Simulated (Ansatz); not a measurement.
Crystal: CoO.

```
Co O
1.0
     3.19765    0.00000    0.00000
    -1.59882    2.76924    0.00000
     0.00000    0.00000    5.22871
Co O
2 2
Direct
  0.33333 0.66667 0.50336
  0.00000 0.00000 0.00347
  0.33333 0.66667 0.87156
  0.00000 0.00000 0.37161
```

Measurements of this composition are mostly on another form, of space group No. 225.

Program: Ansatz 0.2.0. Alike in all runs: task single point; level PBE; potentials or basis Ansatz PAW; cell as given; k mesh 8 × 8 × 5; cutoff (eV) 420; smearing fermi-dirac 0.05 eV.

Order these runs on this cell by their pressure, lowest first.
A. spin collinear, ferromagnetic start; fixed moment (μB) 3.0
B. spin collinear, ferromagnetic start; fixed moment (μB) 6.0
C. spin collinear, ferromagnetic start; fixed moment (μB) 4.0
D. spin collinear, ferromagnetic start; fixed moment (μB) 8.0
E. spin collinear, program default start; fixed moment (μB) 0.0

E (-14.9 GPa), A (-10.9 GPa), C (-7.5 GPa), B (2.3 GPa), D (13.8 GPa).

Caveats: the total moment is fixed, so each spin has its own Fermi level; the thresholds are loose for stress.
